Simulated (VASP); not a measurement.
**AgCl in VASP: how settings move the PBE single point**

Aim: see what changed inputs do to the PBE single point of zincblende AgCl. This is a trial cell built on a prototype, not taken from a measured structure, and it needn't be the compound's ground state.

Code: VASP 6.6.1. PAW datasets, plane waves. (Calculated; spin-unpolarised; the phase may be known or hypothetical.)

## 1. The cell

The cell comes from an earlier relaxation with r2SCAN in another program. Some of the altered inputs switch spin polarisation on.

The symmetry is F-43m (No. 216, cubic); conventional cell a = 5.986 Å, 26.82 Å³ an atom. Ag has 4 Cl at 2.59 Å; Cl has 4 Ag at 2.59 Å.

As a file:

```xyz
2
Lattice="0.0000 2.9932 2.9932 2.9932 0.0000 2.9932 2.9932 2.9932 0.0000" Properties=species:S:1:pos:R:3 pbc="T T T"
Ag    0.0000    0.0000    0.0000
Cl    1.4966    1.4966    1.4966
```

## 2. Reference

Input file INCAR:

```
ENCUT = 520.000000
SIGMA = 0.020000
EDIFF = 1.00e-07
GGA = PE
PREC = Accurate
IBRION = -1
ISIF = 2
ISMEAR = -1
NBANDS = 16
NELM = 120
NSW = 0
LASPH = .TRUE.
LCHARG = .FALSE.
LWAVE = .FALSE.
LREAL = .FALSE.
```

Input file KPOINTS:

```
KPOINTS created by Atomic Simulation Environment
0
Gamma
8 8 8
0 0 0
```

Input file POSCAR:

```
Ag Cl
 1.0000000000000000
    -0.0000000000000000    2.9932461610011161    2.9932461610011161
     2.9932461610011161   -0.0000000000000000    2.9932461610011161
     2.9932461610011161    2.9932461610011161    0.0000000000000000
 Ag  Cl
   1   1
Cartesian
  0.0000000000000000  0.0000000000000000  0.0000000000000000
  1.4966230805005580  1.4966230805005580  1.4966230805005580
```

A file KPOINTS_OPT adds named points for the levels; it doesn't enter the self-consistent loop.

Potentials: the recommended PBE PAW datasets, 18 valence electrons.

Run with:

```bash
$ mpirun -np 1 vasp_std
```

## 3. Altered input 1

Edit INCAR of step 2 so:

```diff
@@ -15 +15,2 @@
 LREAL = .FALSE.
+NELECT = 18.5
```

KPOINTS is that of step 2.

POSCAR is that of step 2.

## 4. Altered input 2

Edit INCAR of step 2 so:

```diff
@@ -15 +15,4 @@
 LREAL = .FALSE.
+ALGO = VeryFast
+ISPIN = 2
+MAGMOM = 3 3
```

Input file KPOINTS:

```
KPOINTS created by Atomic Simulation Environment
0
Gamma
3 3 3
0 0 0
```

POSCAR is that of step 2.

What does the calculation give? Wanted: for each run, changed; ending; energy change; pressure; electronic steps; usable.

The runs gave:

| run | changed | ending | energy change (meV/atom) | pressure (GPa) | gap on the mesh (eV; negative: overlap) | electronic steps | time | usable |
| --- | --- | --- | --- | --- | --- | --- | --- | --- |
| ref. | – | converged | 0 | 1.1 | 1.25 | 13 | 25 s | yes |
| 1 | NELECT = 18.5 | converged | – | 16.6 | – | 15 | 26 s | no |
| 2 | ALGO = VeryFast, ISPIN = 2, MAGMOM = 3 3, mesh 3×3×3 | converged | 18.5 | 1.4 | – | 23 | 17 s | no |

**Reading.** Of 2 altered inputs, 2 ended normally on a faulty or unsound input.
